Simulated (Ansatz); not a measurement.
**Calculated ⁹¹Zr nuclear quadrupole resonance for Zr₃N₄**

Cell: a structure deposited in the COD whose atoms were relaxed with PBE, the cell held.

Space group I-43d (No. 220); a = 6.7400 Å.

```csv
site,Wyckoff,site symmetry,x,y,z
Zr,12a,-4..,0.3750,0.0000,0.2500
N,16c,.3.,0.0687,0.0687,0.0687
```

One atom of each set is listed; the run and its k-mesh use a cell of 14 atoms with edges of 5.84, 5.84, 5.84 Å.

Level of theory: DFT, PBEsol, plane waves and PAW, scalar-relativistic, 420 eV cutoff, Γ-centred 6×6×6 k-points, Fermi–Dirac smearing 0.02 eV (Ansatz 0.2.0).

⁹¹Zr: I = 5/2, Q = -176.0 mb (year-2017 value). Static lattice, zero field.

(1) At which frequencies do the ⁹¹Zr NQR lines lie?

Results:

(1) For I = 5/2 and η = 0 the lines are 3|C_Q|/20 and twice that; η pulls their ratio below 2.

```tsv
site	atoms	V_zz (10²¹ V/m²)	C_Q (MHz)	η	line frequencies (MHz)
Zr	6	9.97	-42.4	0.00	6.36, 12.7
```

An axis of threefold or higher order runs through Zr, so V_zz lies along it and η is zero.

Without spin–orbit coupling (the program notes it for Zr) the gradients can shift somewhat, as the gap is small.
